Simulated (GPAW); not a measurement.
# InAs (F-43m) in GPAW: notebook

Aim: see how the results for InAs move with the level of theory and the settings. Levels: OLYP+D4, TASK, RPBE+D3, vdW-DF2. Tasks: equation of state, band structure.

Everything below comes from runs of GPAW 26.7.0. Logs are shortened: lines on timing, memory, paths and dates and some standing lists are left out, and cuts for length are marked. The log counts tension as positive stress, the text compression.

**Measured values to compare with.**

From a printed reference work, data compilation, for a bulk crystal of InAs at 4.2 K: band gap 0.418 eV (direct).

The results are compared with them further down.

## 1. The crystal as given

The structure is cubic, space group F-43m (No. 216). Conventional cell: a = 6.036 Å, b = 6.036 Å, c = 6.036 Å, α = 90.00°, β = 90.00°, γ = 90.00°. In (site symmetry -43m) has 4 As at 2.61 Å as nearest neighbours. As (site symmetry -43m) has 4 In at 2.61 Å as nearest neighbours.

## 2. Equation of state, OLYP+D4

run.py reads:

```python
from ase.calculators.mixing import SumCalculator
from ase.eos import EquationOfState
from ase.io import Trajectory, read
from ase.units import GPa
from dftd4.ase import DFTD4
from gpaw import GPAW, PW, setup_paths

setup_paths.insert(0, '.')

atoms = read('InAs.cif')

traj = Trajectory('eos.traj', 'w')
volumes, energies = [], []
for x in [0.94, 0.96, 0.98, 1.0, 1.02, 1.04, 1.06]:
    a = atoms.copy()
    a.set_cell(atoms.cell * x**(1 / 3), scale_atoms=True)
    calc = GPAW(mode=PW(600),
                xc='GGA_X_OPTX+GGA_C_LYP',
                kpts={'size': (6, 6, 6), 'gamma': True},
                occupations={'name': 'fermi-dirac', 'width': 0.05},
                nbands=18,
                convergence={'density': 1e-05, 'energy': 1e-05},
                eigensolver='davidson',
                maxiter=150,
                txt=f'eos-{x:.2f}.txt')
    a.calc = SumCalculator([calc, DFTD4(method='olyp')])
    energies.append(a.get_potential_energy())
    volumes.append(a.get_volume())
    p = -a.get_stress()[:3].mean() / GPa
    calc.write(f'eos-{x:.2f}.gpw')
    traj.write(a)
    print(f'{x:.2f} {volumes[-1]:10.4f} A^3 {energies[-1]:14.6f} eV {p:9.3f} GPa', flush=True)

v0, e0, B = EquationOfState(volumes, energies, eos='birchmurnaghan').fit()
print(f'V0 = {v0:.4f} A^3, E0 = {e0:.6f} eV, B0 = {B / GPa:.2f} GPa')
```

InAs.cif reads:

```cif
data_InAs
_cell_length_a 4.26809653
_cell_length_b 4.26809653
_cell_length_c 4.26809653
_cell_angle_alpha 60.00000000
_cell_angle_beta 60.00000000
_cell_angle_gamma 60.00000000
_space_group_name_H-M_alt 'P1'
_space_group_name_Hall 'P 1'
_space_group_IT_number 1
loop_
_space_group_symop_operation_xyz
'x,y,z'
loop_
_atom_site_label
_atom_site_type_symbol
_atom_site_symmetry_multiplicity
_atom_site_Wyckoff_symbol
_atom_site_fract_x
_atom_site_fract_y
_atom_site_fract_z
_atom_site_occupancy
In1 In 1 a 0.0000000000 0.0000000000 0.0000000000 1
As1 As 1 a 0.7500000000 0.7500000000 0.7500000000 1
```

Potentials or basis: PAW data sets generated in the run's folder for this functional, pw.

Started as:

```bash
$ gpaw-setup -f GGA_X_OPTX+GGA_C_LYP As In
$ OMP_NUM_THREADS=1 python run.py
```

The program printed:

```text
__  _  _
 | _ |_)|_||  |
 |__||  | ||/\| - 26.7.0

Input parameters:
  mode=PW(ecut=600.0),
  convergence={'density': 1e-05, 'energy': 1e-05},
  eigensolver=Davidson(niter=2),
  kpts=MonkhorstPack(size=(6, 6, 6), gamma=True),
  maxiter=150,
  nbands=18,
  occupations=Occupations(name='fermi-dirac', width=0.05),
  xc=XC(name='GGA_X_OPTX+GGA_C_LYP')

Diagonalizing LCAO Hamiltonian
Converting LCAO to pw mode

                         As

       In

Atoms  # Å, Bohr magnetons
|   | symbol |        x |        y |        z |    initial magnetic moments |
|---|--------|----------|----------|----------|-----------------------------|
| 0 |     In | 0.000000 | 0.000000 | 0.000000 | ( 0.0000,  0.0000,  0.0000) |
| 1 |     As | 6.315619 | 3.646324 | 2.578341 | ( 0.0000,  0.0000,  0.0000) |

Unit cell  # Å
| periodic |        x |        y |        z |  lengths |    angles |
|----------|----------|----------|----------|----------|-----------|
|      yes | 4.210412 | 0.000000 | 0.000000 | 4.210412 | 60.000000 |
|      yes | 2.105206 | 3.646324 | 0.000000 | 4.210412 | 60.000000 |
|      yes | 2.105206 | 1.215441 | 3.437787 | 4.210412 | 60.000000 |

Number of symmetries: 24
Symmetry operations  # r_c * U_cc + t_c -> r_c
|    | kind |            matrix            |
|----|------|------------------------------|
|  0 |  E   |  1, 0, 0,  0, 1, 0,  0, 0, 1 |
|  1 |  σ   |  1, 0, 0,  0, 0, 1,  0, 1, 0 |
|  2 |  σ   |  1, 0,-1,  0, 1,-1,  0, 0,-1 |
|  3 |  C3  |  1, 0,-1,  0, 0,-1,  0, 1,-1 |
|  4 |  C3  |  1,-1, 0,  0,-1, 1,  0,-1, 0 |
|  5 |  σ   |  1,-1, 0,  0,-1, 0,  0,-1, 1 |
|  6 |  σ   |  0, 1, 0,  1, 0, 0,  0, 0, 1 |
|  7 |  C3  |  0, 1, 0,  0, 0, 1,  1, 0, 0 |
|  8 |  C2  |  0, 1,-1,  1, 0,-1,  0, 0,-1 |
|  9 |  S4  |  0, 1,-1,  0, 0,-1,  1, 0,-1 |
| 10 |  C3  |  0, 0, 1,  1, 0, 0,  0, 1, 0 |
| 11 |  σ   |  0, 0, 1,  0, 1, 0,  1, 0, 0 |
| 12 |  S4  |  0, 0,-1,  1, 0,-1,  0, 1,-1 |
| 13 |  C3  |  0, 0,-1,  0, 1,-1,  1, 0,-1 |
| 14 |  S4  |  0,-1, 1,  1,-1, 0,  0,-1, 0 |
| 15 |  C2  |  0,-1, 1,  0,-1, 0,  1,-1, 0 |
| 16 |  C3  |  0,-1, 0,  1,-1, 0,  0,-1, 1 |
| 17 |  S4  |  0,-1, 0,  0,-1, 1,  1,-1, 0 |
| 18 |  S4  | -1, 1, 0, -1, 0, 1, -1, 0, 0 |
| 19 |  C3  | -1, 1, 0, -1, 0, 0, -1, 0, 1 |
| 20 |  C3  | -1, 0, 1, -1, 1, 0, -1, 0, 0 |
| 21 |  S4  | -1, 0, 1, -1, 0, 0, -1, 1, 0 |
| 22 |  σ   | -1, 0, 0, -1, 1, 0, -1, 0, 1 |
| 23 |  C2  | -1, 0, 0, -1, 0, 1, -1, 1, 0 |

BZ-sampling:
  Number of BZ points: 216
  Number of IBZ points: 16

  Monkhorst-Pack size: [6, 6, 6]
  Monkhorst-Pack shift: [0.08333333333333333, 0.08333333333333333, 0.08333333333333333]

K-points  # in reciprocal-cell coordinates
|     |                                coordinates |     weight |
|-----|--------------------------------------------|------------|
|   0 | (  0.00000000,   0.00000000,   0.00000000) | 0.00462963 |
|   1 | (  0.16666667,   0.16666667,   0.00000000) | 0.02777778 |
|   2 | (  0.16666667,   0.16666667,   0.16666667) | 0.03703704 |
|   3 | (  0.33333333,   0.16666667,   0.16666667) | 0.05555556 |
|   4 | (  0.33333333,   0.33333333,  -0.33333333) | 0.05555556 |
|   5 | (  0.33333333,   0.33333333,   0.00000000) | 0.02777778 |
|   6 | (  0.33333333,   0.33333333,   0.16666667) | 0.11111111 |
|   7 | (  0.33333333,   0.33333333,   0.33333333) | 0.03703704 |
|   8 | (  0.50000000,   0.33333333,  -0.33333333) | 0.11111111 |
|   9 | (  0.50000000,   0.33333333,  -0.16666667) | 0.05555556 |
| ... |                                            |            |
|  15 | (  0.50000000,   0.50000000,   0.50000000) | 0.01851852 |

Plane wave coefficients: 1807
Cutoff: 600.0 eV

Spin-components: 1 (collinear spins)
Bands:           18
Projectors:      11
Spin-degeneracy: 2
Datatype:        complex128

Parallelization:
  kpt:    1
  domain: 1
  band:   1

Density:
  Valence electrons: 18.0
  Components: 1
  Grid points: [24 24 24]
  Charge: 0.0  # |e|

Potential:
  Grid points: [24 24 24]

species:
  In:
    name:    Indium
    Z:       49.0
    valence: 13
    core:    36
    charge:  0.0  # [|e|]
    compensation charges:
      type: gauss
      rc: 0.36  # [Å]
      lmax: 2
    cutoffs:
      filter: 2.09  # [Å]
      core: 2.48  # [Å]
    projectors
    | kind |    occ | energy [eV] | rcut [Å] |
    |------|--------|-------------|----------|
    |   5s |  2.000 |      -7.944 |    1.185 |
    |   5p |  1.000 |      -2.266 |    1.244 |
    |   4d | 10.000 |     -18.876 |    1.148 |
    |    s |        |      19.268 |    1.185 |
    |    p |        |      24.946 |    1.244 |
    |    d |        |       8.335 |    1.148 |

    Using partial waves for In as LCAO basis

  As:
    name:    Arsenic
    Z:       33.0
    valence: 5
    core:    28
    charge:  0.0  # [|e|]
    compensation charges:
      type: gauss
      rc: 0.33  # [Å]
      lmax: 2
    cutoffs:
      filter: 1.87  # [Å]
      core: 2.96  # [Å]
    projectors
    | kind |    occ | energy [eV] | rcut [Å] |
    |------|--------|-------------|----------|
    |   4s |  2.000 |     -14.308 |    1.058 |
    |   4p |  3.000 |      -5.028 |    1.058 |
    |    s |        |      12.904 |    1.058 |
    |    p |        |      22.184 |    1.058 |
    |    d |        |       0.000 |    1.058 |

    Using partial waves for As as LCAO basis

Reference energy: -221567.916086  # eV

eigensolver:
  Davidson
  Converge bands: occupied
  niter=2

density mixing:
  MSR1-Mixer
  Pratt-step length: 0.05
  Maximum mixing coefficient: 0.75
  Old densities: 10
  SVD Regularization: 0.005
  Good broyden scale: 1.0
  Trust region scale: 1.0
  Backstep threshold: 4.0
  History deletion threshold: 6.0
  Fourier metric: weight=20.0, sigma=0.015

occupation numbers:
  Fermi-Dirac:
    width: 0.0500  # eV

poisson solver:
  ecut: 4800.0  # eV

xc functional:
  name: GGA_X_OPTX+GGA_C_LYP with 2 nearest neighbor stencil

convergence criteria:
- Maximum integral of absolute [dens]ity change: 1e-05 electrons / valence electron
- Maximum [total energy] change in last 3 cyles: 1e-05 eV / valence electron
- Maximum integral of absolute [eigenst]ate change: 4e-08 eV^2 / valence electron
maximum number of iterations: 150

SCF iterations
|iter     | |      energy | eigst |  dens |
|---------|-|-------------|-------|-------|
|iter:   1| |   -6.684268 | -0.32 |       |
|iter:   2| |   -6.642368 | -2.04 | -1.14 |
|iter:   3| |   -6.504714 | -1.81 | -1.18 |
|iter:   4| |   -6.514519 | -3.04 | -1.76 |
|iter:   5| |   -6.517416 | -3.67 | -2.22 |
|iter:   6| |   -6.517814 | -4.49 | -2.90 |
|iter:   7| |   -6.517893 | -5.14 | -3.36 |
|iter:   8| |   -6.517897c| -6.09 | -4.03 |
|iter:   9| |   -6.517899c| -6.69 | -4.51 |
|iter:  10| |   -6.517899c| -7.57c| -5.11c|

Converged in 10 steps
Energy contributions relative to reference atoms: (reference = -221567.916086)

Energy contributions:
  Kinetic:          32.841267
  Coulomb:         -29.226371
  Zero:              0.148668
  External:          0.000000
  Xc:              -10.281365
  Entropy:          -0.000194
  Spinorbit:         0.000000
  ----------------------------
  Free energy:      -6.517996
  Extrapolated:     -6.517899

dipole moment: (-23.562508, -13.603820, -9.619353)  # |e|*Ang

Fermi level: 5.745
Eigenvalues  # (at kpt = [0.000, 0.000, 0.000])
| band index |      eig [eV] | occ [0-2] |
|------------|---------------|-----------|
|          0 |        -9.174 |     2.000 |
|          1 |        -9.174 |     2.000 |
|          2 |        -9.174 |     2.000 |
|          3 |        -9.038 |     2.000 |
|          4 |        -9.038 |     2.000 |
|          5 |        -6.516 |     2.000 |
[... 10 lines left out ...]
|         16 |        16.555 |     0.000 |
|         17 |        16.556 |     0.000 |

Gap: 0.363 eV
Transition (v -> c):
  (s=0, k=0, n=8, [0.00, 0.00, 0.00]) -> (s=0, k=0, n=9, [0.00, 0.00, 0.00])
No difference between direct/indirect transitions

Stress tensor  # eV/Ang^3
|         x |         y |         z |
|-----------|-----------|-----------|
| -0.050667 |  0.000000 |  0.000000 |
|  0.000000 | -0.050667 |  0.000000 |
|  0.000000 |  0.000000 | -0.050667 |

# Writing to eos-0.96.gpw (mode='')
```

Run time: 44 s. Hardware: 1 thread of Intel Xeon Platinum 8488C (Sapphire Rapids), shared host; peak memory 0.24 GiB.

What came out:

```
Equilibrium volume                      : 27.68 Å³/atom
Bulk modulus                            : 55 GPa
Pressure derivative of the bulk modulus : 5.4
```

Energy against volume, from the lowest point:
```csv
volume (Å³/atom),energy (meV/atom)
25.840,23.92
26.389,11.11
26.939,3.31
27.489,0.00
28.039,0.53
28.588,4.49
29.138,11.54
```

## 3. Equation of state, TASK

run.py reads:

```python
from ase.eos import EquationOfState
from ase.io import Trajectory, read
from ase.units import GPa
from gpaw import GPAW, PW

atoms = read('InAs.xyz')

traj = Trajectory('eos.traj', 'w')
volumes, energies = [], []
for x in [0.94, 0.96, 0.98, 1.0, 1.02, 1.04, 1.06]:
    a = atoms.copy()
    a.set_cell(atoms.cell * x**(1 / 3), scale_atoms=True)
    calc = GPAW(mode=PW(600),
                xc='MGGA_X_TASK+LDA_C_PW',
                kpts={'size': (6, 6, 6), 'gamma': True},
                occupations={'name': 'fermi-dirac', 'width': 0.05},
                nbands=18,
                convergence={'density': 1e-05, 'energy': 1e-05},
                maxiter=150,
                txt=f'eos-{x:.2f}.txt')
    a.calc = calc
    energies.append(a.get_potential_energy(force_consistent=True))
    volumes.append(a.get_volume())
    p = -a.get_stress()[:3].mean() / GPa
    calc.write(f'eos-{x:.2f}.gpw')
    traj.write(a)
    print(f'{x:.2f} {volumes[-1]:10.4f} A^3 {energies[-1]:14.6f} eV {p:9.3f} GPa', flush=True)

v0, e0, B = EquationOfState(volumes, energies, eos='birchmurnaghan').fit()
print(f'V0 = {v0:.4f} A^3, E0 = {e0:.6f} eV, B0 = {B / GPa:.2f} GPa')
```

InAs.xyz reads:

```xyz
2
Lattice="0.0000000000 3.0180000000 3.0180000000 3.0180000000 0.0000000000 3.0180000000 3.0180000000 3.0180000000 0.0000000000" Properties=species:S:1:pos:R:3 pbc="T T T"
In     0.0000000000      0.0000000000      0.0000000000
As     4.5270000000      4.5270000000      4.5270000000
```

Potentials or basis: GPAW PAW data sets (gpaw-data 1.2.1), pw.

Started as:

```bash
$ OMP_NUM_THREADS=1 python run.py
```

It took 3.2 min on 1 thread of Intel Xeon Platinum 8488C (Sapphire Rapids), shared host; peak memory 0.86 GiB.

It converged, with:

```
Equilibrium volume : 30.18 Å³/atom (rough: see the caveat)
Bulk modulus       : 49 GPa (rough)
```

Energy against volume, from the lowest point:
```
volume (Å³/atom)  energy (meV/atom)
          25.840             122.14
          26.389              88.04
          26.939              60.20
          27.489              38.00
          28.039              20.89
          28.588               8.38
          29.138               0.00
```

Caveat: the minimum lies outside the volumes run; the PAW data sets were made with another functional, which shifts forces and pressure a little.

## 4. Equation of state, RPBE+D3

Changes to run.py since step 3:

```diff
@@ -1,7 +1,16 @@
+from ase import Atoms
+from ase.calculators.mixing import SumCalculator
 from ase.eos import EquationOfState
-from ase.io import Trajectory, read
+from ase.io import Trajectory
 from ase.units import GPa
+from dftd3.ase import DFTD3
 from gpaw import GPAW, PW
 
-atoms = read('InAs.xyz')
+atoms = Atoms(['In', 'As'],
+              cell=[[0.0, 3.018, 3.018],
+                    [3.018, 0.0, 3.018],
+                    [3.018, 3.018, 0.0]],
+              scaled_positions=[[0.0, 0.0, 0.0],
+                                [0.75, 0.75, 0.75]],
+              pbc=True)
 
@@ -13,3 +22,3 @@
     calc = GPAW(mode=PW(600),
-                xc='MGGA_X_TASK+LDA_C_PW',
+                xc='RPBE',
                 kpts={'size': (6, 6, 6), 'gamma': True},
@@ -20,4 +29,4 @@
                 txt=f'eos-{x:.2f}.txt')
-    a.calc = calc
-    energies.append(a.get_potential_energy(force_consistent=True))
+    a.calc = SumCalculator([calc, DFTD3(method='rpbe', damping='d3zero')])
+    energies.append(a.get_potential_energy())
     volumes.append(a.get_volume())
```

Potentials or basis: the program's PAW data sets (release 1.2.1) made for this functional, pw.

Started as:

```bash
$ OMP_NUM_THREADS=1 python run.py
```

Wall time 47 s (1 thread of Intel Xeon Platinum 8488C (Sapphire Rapids), shared host); peak memory 0.23 GiB.

Results (log left out):

```
Equilibrium volume : 29.21 Å³/atom (rough: see the caveat)
Bulk modulus       : 50 GPa (rough)
```

Energy against volume, from the lowest point:
```tsv
volume (Å³/atom)	energy (meV/atom)
25.840	75.87
26.389	51.14
26.939	31.95
27.489	17.70
28.039	7.88
28.588	2.12
29.138	0.00
```

Caveat: the minimum lies outside the volumes run.

(Continued in part 2 of 2.)
